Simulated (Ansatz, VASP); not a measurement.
# TiSb2: VASP beside Ansatz, part 2 of 2

Wanted: the spread between two codes on one cell, functional and k mesh. The structure shown comes from an earlier Ansatz run, which isn't shown and may have moved the atoms alone.

VASP 6.6.1 and Ansatz 0.2.0.

So far: The starting structure; Ansatz: elastic constants, LDA.

## (3) VASP: elastic constants, LDA

Level of this step: LDA; plane waves and PAW (Ti_sv, Sb) (VASP).

The same cell, functional (in two slightly different forms), mesh and smearing now go to VASP, with its own data sets.

Lines of VASP's logs that name or quote its potential files are left out, and so is its time.

File INCAR:

```
SYSTEM = TiSb2
PREC = Accurate
ENCUT = 500
EDIFF = 1E-08
NELM = 120
ISMEAR = 0
SIGMA = 0.05
LREAL = .FALSE.
ALGO = Normal
GGA = CA
NBANDS = 28
LASPH = .TRUE.
LORBIT = 11
LWAVE = .FALSE.
LCHARG = .FALSE.
ISIF = 3
IBRION = 6
NFREE = 2
POTIM = 0.015
NSW = 1
GGA_COMPAT = .FALSE.
KPAR = 2
```

File POSCAR:

```
TiSb2
1.0
   -3.2967829122      3.2967829122      2.8216931521
    3.2967829122     -3.2967829122      2.8216931521
    3.2967829122      3.2967829122     -2.8216931521
Ti Sb
2 4
Direct
    0.2500000000      0.2500000000      0.0000000000
    0.7500000000      0.7500000000      0.0000000000
    0.6531243742      0.1531243742      0.8062487485
    0.1531243742      0.3468756258      0.5000000000
    0.3468756258      0.8468756258      0.1937512515
    0.8468756258      0.6531243742      0.5000000000
```

File KPOINTS:

```
Automatic mesh
0
Gamma
6 6 6
0 0 0
```

PAW data sets: Ti_sv and Sb (LDA family, release 64).

Command:

```console
> mpirun -np 2 vasp_std
```

Numbers of over 12 decimals in the logs are rounded to 6 here.

Log:

```text
[banner, memory and clock lines left out]
running    2 mpi-ranks, on    1 nodes
 distrk:  each k-point on    1 cores,    2 groups
 distr:  one band on    1 cores,    1 groups

 POSCAR found type information on POSCAR TiSb
 POSCAR found :  2 types and       6 ions
 LDA part: xc-table for (Slater(with rela. corr.)+CA(PZ))
 , standard interpolation
 POSCAR, INCAR and KPOINTS ok, starting setup
 FFT: planning ... GRIDC
 FFT: planning ... GRID_SOFT
 FFT: planning ... GRID
 WAVECAR not read
 entering main loop
       N       E                     dE             d eps       ncg     rms          rms(c)
DAV:   1     0.435168172469E+03    0.43517E+03   -0.18991E+04  1696   0.148E+03
DAV:   2     0.131196643713E+02   -0.42205E+03   -0.41224E+03  1808   0.422E+02
DAV:   3    -0.366289666250E+02   -0.49749E+02   -0.48564E+02  2776   0.127E+02
DAV:   4    -0.412603779780E+02   -0.46314E+01   -0.46038E+01  2692   0.336E+01
DAV:   5    -0.415174762470E+02   -0.25710E+00   -0.25699E+00  2404   0.642E+00    0.145E+01
DAV:   6    -0.404800383233E+02    0.10374E+01   -0.30160E+01  2448   0.343E+01    0.774E+00
DAV:   7    -0.393986960503E+02    0.10813E+01   -0.10681E+01  2380   0.200E+01    0.506E+00
DAV:   8    -0.392616220398E+02    0.13707E+00   -0.93211E-01  2108   0.683E+00    0.648E-01
DAV:   9    -0.392616790043E+02   -0.56964E-04   -0.51837E-02  2532   0.175E+00    0.459E-01
DAV:  10    -0.392611801761E+02    0.49883E-03   -0.50817E-03  2620   0.659E-01    0.732E-02
DAV:  11    -0.392611909792E+02   -0.10803E-04   -0.38839E-04  2404   0.152E-01    0.550E-02
DAV:  12    -0.392611866471E+02    0.43321E-05   -0.91672E-05  2488   0.638E-02    0.417E-03
DAV:  13    -0.392611866250E+02    0.22085E-07   -0.31815E-06  2420   0.157E-02    0.245E-03
DAV:  14    -0.392611866264E+02   -0.13833E-08   -0.25936E-07  2596   0.303E-03    0.107E-03
DAV:  15    -0.392611866226E+02    0.38094E-08   -0.27502E-08  1824   0.771E-04
   1 F= -.39261187E+02 E0= -.39260285E+02  d E =-.180418E-02
[... from here on, the cycles between the ionic steps are left out ...]
   2 F= -.39246014E+02 E0= -.39245312E+02  d E =-.140395E-02
   3 F= -.39237276E+02 E0= -.39236078E+02  d E =-.239671E-02
  14 F= -.39260039E+02 E0= -.39259135E+02  d E =-.180650E-02
  15 F= -.39260039E+02 E0= -.39259135E+02  d E =-.180649E-02
  16 F= -.39260108E+02 E0= -.39259208E+02  d E =-.180008E-02
  17 F= -.39260108E+02 E0= -.39259208E+02  d E =-.180008E-02
  18 F= -.39260473E+02 E0= -.39259574E+02  d E =-.179799E-02
  19 F= -.39259960E+02 E0= -.39259056E+02  d E =-.180800E-02
  20 F= -.39260657E+02 E0= -.39259758E+02  d E =-.179861E-02
 Finite differences progress:
  Degree of freedom:  10/ 10
  Displacement:        1/  2
  Total:              19/ 20
 bond charge predicted
       N       E                     dE             d eps       ncg     rms          rms(c)
DAV:   1    -0.392600448298E+02    0.61211E-03   -0.19877E-01  3876   0.174E+00    0.816E-02
DAV:   2    -0.392606770308E+02   -0.63220E-03   -0.73392E-03  4972   0.377E-01    0.384E-02
DAV:   3    -0.392606590749E+02    0.17956E-04   -0.20654E-04  4968   0.836E-02    0.180E-02
DAV:   4    -0.392606574281E+02    0.16468E-05   -0.26754E-05  5256   0.333E-02    0.702E-03
DAV:   5    -0.392606570798E+02    0.34834E-06   -0.57158E-06  5340   0.155E-02    0.361E-03
DAV:   6    -0.392606569936E+02    0.86204E-07   -0.66553E-07  5048   0.609E-03    0.816E-04
DAV:   7    -0.392606569967E+02   -0.30859E-08   -0.63572E-08  4744   0.163E-03
  21 F= -.39260657E+02 E0= -.39259758E+02  d E =-.179856E-02
 Finite differences progress:
  Degree of freedom:  10/ 10
  Displacement:        2/  2
  Total:              20/ 20
```

From OUTCAR (step 3):

```text
ion  position               nearest neighbor table
   1  0.250  0.250  0.000-   2 2.82   2 2.82   5 2.87   3 2.87   3 2.87   5 2.87   4 2.87   6 2.87
                             4 2.87   6 2.87
   2  0.750  0.750  0.000-   1 2.82   1 2.82   5 2.87   3 2.87   3 2.87   5 2.87   6 2.87   4 2.87
                             4 2.87   6 2.87
   3  0.653  0.153  0.806-   5 2.86   2 2.87   1 2.87   2 2.87   1 2.87   5 3.35   5 3.35   4 3.47
                             6 3.47   6 3.47   4 3.47   4 3.54   6 3.54   6 3.54   4 3.54
   4  0.153  0.347  0.500-   6 2.86   1 2.87   2 2.87   1 2.87   2 2.87   6 3.35   6 3.35   3 3.47
                             5 3.47   3 3.47   5 3.47   3 3.54   5 3.54   5 3.54   3 3.54
   5  0.347  0.847  0.194-   3 2.86   1 2.87   2 2.87   1 2.87   2 2.87   3 3.35   3 3.35   6 3.47
                             4 3.47   6 3.47   4 3.47   6 3.54   4 3.54   6 3.54   4 3.54
   6  0.847  0.653  0.500-   4 2.86   2 2.87   1 2.87   2 2.87   1 2.87   4 3.35   4 3.35   3 3.47
                             5 3.47   3 3.47   5 3.47   3 3.54   5 3.54   3 3.54   5 3.54

  LATTYP: Found a body centered tetragonal cell.
 ALAT       =     6.5935658244
 C/A-ratio  =     0.8558929196

 Subroutine GETGRP returns: Found 16 space group operations
 (whereof  8 operations were pure point group operations)

The static configuration has the point symmetry C_4h.
 The point group associated with its full space group is D_4h.

 Found     30 irreducible k-points:

   k-points           NKPTS =     30   k-points in BZ     NKDIM =     30   number of bands    NBANDS=     28

   dimension x,y,z NGX =    40 NGY =   40 NGZ =   40
   dimension x,y,z NGXF=    80 NGYF=   80 NGZF=   80

   ENCUT  =  500.0 eV  36.75 Ry    6.06 a.u.   9.94  9.94  9.94*2*pi/ulx,y,z

   NELECT =      44.0000    total number of electrons

 k-points in reciprocal lattice and weights: Automatic mesh
   0.00000000  0.00000000  0.00000000       0.005
   0.16666667  0.00000000 -0.00000000       0.037
   0.33333333 -0.00000000  0.00000000       0.037
   0.50000000  0.00000000 -0.00000000       0.019
   0.16666667  0.16666667  0.00000000       0.037
   0.33333333  0.16666667  0.00000000       0.074
   0.50000000  0.16666667  0.00000000       0.074
  -0.33333333  0.16666667 -0.00000000       0.074
  -0.16666667  0.16666667  0.00000000       0.019
[...]
-0.33333333 -0.33333333  0.33333333       0.009
   0.50000000  0.50000000  0.50000000       0.005

 average (electrostatic) potential at core
       1 -70.4907       2 -70.4907       3 -83.2979       4 -83.2979       5 -83.2978
       6 -83.2979

 E-fermi :  10.2772

 k-point     1 :       0.0000    0.0000    0.0000
  band No.  band energies     occupation
    ...
     18       7.1392      2.00000
     19       7.1398      2.00000
     20       7.8917      2.00000
     21       8.4939      2.00000
     22       9.3332      2.00000
     23      10.7042      0.00000
     24      11.0966      0.00000
     25      11.7777      0.00000
     26      11.7778      0.00000
     27      12.2011      0.00000
    ...

 k-point     2 :       0.1667    0.0000   -0.0000
  band No.  band energies     occupation
    ...
     18       7.5000      2.00000
     19       7.7414      2.00000
     20       8.1873      2.00000
     21       8.4500      2.00000
     22       9.3778      2.00000
     23      11.0736      0.00000
     24      11.0770      0.00000
     25      11.6186      0.00000
     26      11.6677      0.00000
     27      12.2244      0.00000
    ...

 k-point     3 :       0.3333   -0.0000    0.0000
  band No.  band energies     occupation
    ...
     18       8.1557      2.00000
     19       8.5548      2.00000
     20       8.6947      2.00000
     21       9.5037      2.00000
     22       9.6385      2.00000
     23      10.8024      0.00000
     24      11.1074      0.00000
     25      11.3734      0.00000
     26      11.4056      0.00000
     27      12.2237      0.00000
    ...

 Eigenvectors and eigenvalues of the dynamical matrix
 ----------------------------------------------------

   1 f  =    8.827649 THz    55.465756 2PiTHz  294.458683 cm-1    36.508207 meV
             X         Y         Z           dx          dy          dz
      0.000000  0.000000  1.410847     0.000000   -0.000000   -0.673247
      0.000000  0.000000  4.232540    -0.000000   -0.000000    0.673247
      1.009636  4.306419 -0.000000    -0.108095    0.108095    0.000000
      2.287147  1.009636  0.000000    -0.108095   -0.108095   -0.000000
      2.287147 -1.009636  2.821693     0.108095   -0.108095   -0.000000
      1.009636  2.287147  2.821693     0.108095    0.108095   -0.000000

   2 f  =    8.048467 THz    50.570008 2PiTHz  268.467954 cm-1    33.285769 meV
             X         Y         Z           dx          dy          dz
      0.000000  0.000000  1.410847    -0.452845    0.514703    0.000000
      0.000000  0.000000  4.232540     0.452845   -0.514703   -0.000000
      1.009636  4.306419 -0.000000     0.000000   -0.000000   -0.172886
      2.287147  1.009636  0.000000    -0.000000   -0.000000    0.011053
      2.287147 -1.009636  2.821693     0.000000   -0.000000    0.172886
      1.009636  2.287147  2.821693     0.000000   -0.000000   -0.011053

   3 f  =    8.048467 THz    50.570008 2PiTHz  268.467954 cm-1    33.285769 meV
             X         Y         Z           dx          dy          dz
      0.000000  0.000000  1.410847     0.514703    0.452845   -0.000000
      0.000000  0.000000  4.232540    -0.514703   -0.452845   -0.000000
      1.009636  4.306419 -0.000000     0.000000   -0.000000    0.011053
      2.287147  1.009636  0.000000    -0.000000    0.000000    0.172886
      2.287147 -1.009636  2.821693    -0.000000    0.000000   -0.011053
      1.009636  2.287147  2.821693     0.000000   -0.000000   -0.172886

   4 f  =    7.244872 THz    45.520874 2PiTHz  241.662919 cm-1    29.962370 meV
             X         Y         Z           dx          dy          dz
      0.000000  0.000000  1.410847    -0.633742   -0.065360   -0.000000
      0.000000  0.000000  4.232540    -0.633742   -0.065360   -0.000000
      1.009636  4.306419 -0.000000     0.190180   -0.063302    0.000000
      2.287147  1.009636  0.000000     0.207466    0.104313    0.000000
      2.287147 -1.009636  2.821693     0.190180   -0.063302   -0.000000
      1.009636  2.287147  2.821693     0.207466    0.104313    0.000000

   5 f  =    7.244872 THz    45.520874 2PiTHz  241.662919 cm-1    29.962370 meV
             X         Y         Z           dx          dy          dz
      0.000000  0.000000  1.410847     0.065360   -0.633742   -0.000000
      0.000000  0.000000  4.232540     0.065360   -0.633742    0.000000
      1.009636  4.306419 -0.000000    -0.104313    0.207466   -0.000000
      2.287147  1.009636  0.000000     0.063302    0.190180    0.000000
      2.287147 -1.009636  2.821693    -0.104313    0.207466    0.000000
      1.009636  2.287147  2.821693     0.063302    0.190180   -0.000000

   6 f  =    5.517728 THz    34.668908 2PiTHz  184.051598 cm-1    22.819480 meV
             X         Y         Z           dx          dy          dz
      0.000000  0.000000  1.410847    -0.000000   -0.000000   -0.646457
      0.000000  0.000000  4.232540     0.000000    0.000000   -0.646457
      1.009636  4.306419 -0.000000    -0.000000   -0.000000    0.202600
      2.287147  1.009636  0.000000    -0.000000    0.000000    0.202600
      2.287147 -1.009636  2.821693     0.000000    0.000000    0.202600
      1.009636  2.287147  2.821693     0.000000   -0.000000    0.202600

   7 f  =    5.427850 THz    34.104190 2PiTHz  181.053602 cm-1    22.447776 meV
             X         Y         Z           dx          dy          dz
      0.000000  0.000000  1.410847     0.000000   -0.000000    0.000000
      0.000000  0.000000  4.232540     0.000000   -0.000000    0.000000
      1.009636  4.306419 -0.000000    -0.353553   -0.353553   -0.000000
      2.287147  1.009636  0.000000    -0.353553    0.353553   -0.000000
      2.287147 -1.009636  2.821693     0.353553    0.353553   -0.000000
      1.009636  2.287147  2.821693     0.353553   -0.353553   -0.000000

   8 f  =    5.369794 THz    33.739410 2PiTHz  179.117044 cm-1    22.207673 meV
             X         Y         Z           dx          dy          dz
      0.000000  0.000000  1.410847    -0.000000    0.000000    0.000000
      0.000000  0.000000  4.232540    -0.000000    0.000000    0.000000
      1.009636  4.306419 -0.000000     0.353553    0.353553   -0.000000
      2.287147  1.009636  0.000000    -0.353553    0.353553   -0.000000
      2.287147 -1.009636  2.821693    -0.353553   -0.353553   -0.000000
      1.009636  2.287147  2.821693     0.353553   -0.353553   -0.000000

   9 f  =    4.310241 THz    27.082045 2PiTHz  143.774174 cm-1    17.825718 meV
             X         Y         Z           dx          dy          dz
      0.000000  0.000000  1.410847    -0.000000    0.000000   -0.216191
      0.000000  0.000000  4.232540     0.000000   -0.000000    0.216191
      1.009636  4.306419 -0.000000     0.336624   -0.336624    0.000000
      2.287147  1.009636  0.000000     0.336624    0.336624   -0.000000
      2.287147 -1.009636  2.821693    -0.336624    0.336624   -0.000000
      1.009636  2.287147  2.821693    -0.336624   -0.336624    0.000000

  10 f  =    3.888546 THz    24.432452 2PiTHz  129.707919 cm-1    16.081725 meV
             X         Y         Z           dx          dy          dz
      0.000000  0.000000  1.410847     0.000000    0.000000   -0.000000
      0.000000  0.000000  4.232540     0.000000   -0.000000    0.000000
      1.009636  4.306419 -0.000000     0.353553   -0.353553    0.000000
      2.287147  1.009636  0.000000    -0.353553   -0.353553    0.000000
      2.287147 -1.009636  2.821693    -0.353553    0.353553   -0.000000
      1.009636  2.287147  2.821693     0.353553    0.353553   -0.000000

  11 f  =    3.319767 THz    20.858711 2PiTHz  110.735507 cm-1    13.729447 meV
             X         Y         Z           dx          dy          dz
      0.000000  0.000000  1.410847    -0.082749   -0.070769   -0.000000
      0.000000  0.000000  4.232540    -0.082749   -0.070769    0.000000
      1.009636  4.306419 -0.000000     0.346329    0.396791    0.000000
      2.287147  1.009636  0.000000    -0.294328   -0.352319   -0.000000
      2.287147 -1.009636  2.821693     0.346329    0.396791    0.000000
      1.009636  2.287147  2.821693    -0.294328   -0.352319   -0.000000

  12 f  =    3.319767 THz    20.858711 2PiTHz  110.735507 cm-1    13.729447 meV
             X         Y         Z           dx          dy          dz
      0.000000  0.000000  1.410847    -0.070769    0.082749   -0.000000
      0.000000  0.000000  4.232540    -0.070769    0.082749    0.000000
      1.009636  4.306419 -0.000000    -0.352319    0.294328    0.000000
      2.287147  1.009636  0.000000     0.396791   -0.346329    0.000000
      2.287147 -1.009636  2.821693    -0.352319    0.294328   -0.000000
      1.009636  2.287147  2.821693     0.396791   -0.346329    0.000000

  13 f  =    3.222655 THz    20.248537 2PiTHz  107.496193 cm-1    13.327823 meV
             X         Y         Z           dx          dy          dz
      0.000000  0.000000  1.410847     0.000000   -0.000000    0.000000
      0.000000  0.000000  4.232540    -0.000000   -0.000000    0.000000
      1.009636  4.306419 -0.000000     0.000000   -0.000000   -0.500000
      2.287147  1.009636  0.000000    -0.000000    0.000000    0.500000
      2.287147 -1.009636  2.821693     0.000000   -0.000000   -0.500000
      1.009636  2.287147  2.821693    -0.000000    0.000000    0.500000
    [... 43 further lines ...]
      2.287147 -1.009636  2.821693     0.387616    0.242062    0.000000
      1.009636  2.287147  2.821693     0.387666    0.242141    0.000000

 ELASTIC MODULI CONTR FROM IONIC RELAXATION (kBar)
 Direction    XX          YY          ZZ          XY          YZ          ZX
 --------------------------------------------------------------------------------
 XX         -50.2838     32.0240      4.2100     -0.0000      0.0000      0.0000
 YY          32.0240    -50.2838      4.2100     -0.0000     -0.0000     -0.0000
 ZZ           4.2100      4.2100     -1.9414      0.0000     -0.0000      0.0000
 XY          -0.0000     -0.0000      0.0000    -73.7412     -0.0000      0.0000
 YZ           0.0000     -0.0000     -0.0000     -0.0000    -39.8083      0.0000
 ZX          -0.0000     -0.0000      0.0000      0.0000      0.0000    -39.8083
 --------------------------------------------------------------------------------

 TOTAL ELASTIC MODULI (kBar)
 Direction    XX          YY          ZZ          XY          YZ          ZX
 --------------------------------------------------------------------------------
 XX        2213.5220    472.0277    663.4451     -0.0000      0.0000      0.0000
 YY         472.0277   2213.5220    663.4451     -0.0000     -0.0000     -0.0000
 ZZ         663.4451    663.4451   1625.9845      0.0000     -0.0000      0.0000
 XY          -0.0000     -0.0000      0.0000    744.7339     -0.0000      0.0000
 YZ           0.0000     -0.0000     -0.0000     -0.0000    521.0599      0.0000
 ZX          -0.0000     -0.0000      0.0000      0.0000      0.0000    521.0596
 --------------------------------------------------------------------------------

 total charge
# of ion       s       p       d       tot
------------------------------------------
    1        2.165   6.112   2.072  10.349
    2        2.165   6.112   2.072  10.349
    3        1.163   1.286   0.055   2.505
    4        1.163   1.286   0.055   2.505
    5        1.163   1.286   0.055   2.505
    6        1.163   1.286   0.055   2.505
--------------------------------------------------
tot          8.983  17.369   4.365  30.718

[... 1 further part left out ...]
```

The k-mesh is coarse for a metal.

Levels, forces or a CONTCAR printed for this step are those of its last displaced cell, not of the structure at rest.

## (4) Differences

Known differences besides the potentials themselves: the two LDA forms differ slightly; the data sets hold 84 valence electrons in Ansatz (on its default PAW (the set named soft_2) files) and 44 in VASP; the cutoff is 420 eV in Ansatz and 500 eV in VASP; VASP's log shows a relativistic correction to its local exchange, Ansatz's none; VASP takes each elastic constant from one size of strain, Ansatz from those that its log lists. Total energies have different zeros and are not compared.

The two programs side by side:

```
 quantity  Ansatz   VASP  difference
C11 (GPa)   219.0  221.3     -1.06 %
C22 (GPa)   219.0  221.3     -1.06 %
C33 (GPa)   163.5  162.6     +0.56 %
C12 (GPa)    46.0   47.2     -2.62 %
C13 (GPa)    65.0   66.3     -2.00 %
C23 (GPa)    65.0   66.3     -2.00 %
C44 (GPa)    49.3   52.1     -5.45 %
C55 (GPa)    49.3   52.1     -5.45 %
C66 (GPa)    74.0   74.5     -0.62 %
```

## (5) Outcome

```yaml
difference_in_c44_elastic_constants_lda: -5.5 %
```

What this shows: The difference in C44 is -5.5 % (elastic constants, LDA), beyond the 5 % picked in this series as the mark of a large difference. The data sets hold unlike numbers of valence electrons (84 in Ansatz and 44 in VASP), so part of the differences comes from the potentials. How closely two codes agree says nothing of how well the functional describes the real material.

[Lines on the potential files, build, host, timing and source positions are cut from VASP's logs without a mark.]

[Logs are printed without paths, hosts, clocks, repeated set-up lines and the standing remarks that a program may print on its own settings, such as how far it seeks lower states.]

[Hosts, paths, dates, database ids (printed as entryN), source tags and the programs' standing remarks are cut or masked in the printed files.]
